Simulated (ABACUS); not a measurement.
Runs of ABACUS 3.10.1 on Cl. The structure is orthorhombic, space group Cmce (No. 64). The conventional cell has a = 6.290 Å, b = 4.500 Å, c = 8.210 Å, α = 90.00°, β = 90.00°, γ = 90.00°. Around Cl (site symmetry m) lie 1 Cl at 2.02 Å. 

| task | level | potentials or basis | cell | k mesh | cutoff (eV) | max steps of the relaxation | force threshold | optimiser | stress threshold | gap on the mesh (eV) | pressure (GPa) | largest force (eV/Å) |
| --- | --- | --- | --- | --- | --- | --- | --- | --- | --- | --- | --- | --- |
| relaxation of cell and atoms | PBE | PseudoDojo NC SR 0.4.1 PBE standard, plane waves | relaxed to 5 GPa | 5 × 5 × 3 | 789 | 60 | 0.01 eV/Å | cg | 1 kbar | 2.15 | 5.0 | 0.01 |
| relaxation of cell and atoms | PBE | PseudoDojo NC SR 0.4.1 PBE standard, plane waves | relaxed | 5 × 5 × 3 | 789 | 60 | 0.01 eV/Å | cg | 1 kbar | 2.40 | 0.0 | 0.01 |
| relaxation of cell and atoms | PBE | PseudoDojo NC SR 0.4.1 PBE standard, plane waves | relaxed to 20 GPa | 5 × 5 × 3 | 789 | 60 | 0.01 eV/Å | cg | 1 kbar | (a) | 20.0 | 0.01 |
| relaxation of cell and atoms | PBE | PseudoDojo NC SR 0.4.1 PBE standard, plane waves | relaxed to 30 GPa | 5 × 5 × 3 | 789 | 60 | 0.01 eV/Å | cg | 1 kbar | 1.63 | 30.0 | 0.01 |

Alike in all rows: no spin polarisation; smearing fermi-dirac 0.05 eV.

Q: Fill in the values left out.

A: (a) 1.77.

Caveats: an odd mesh through Γ misses points on the zone boundary, where band edges often lie.
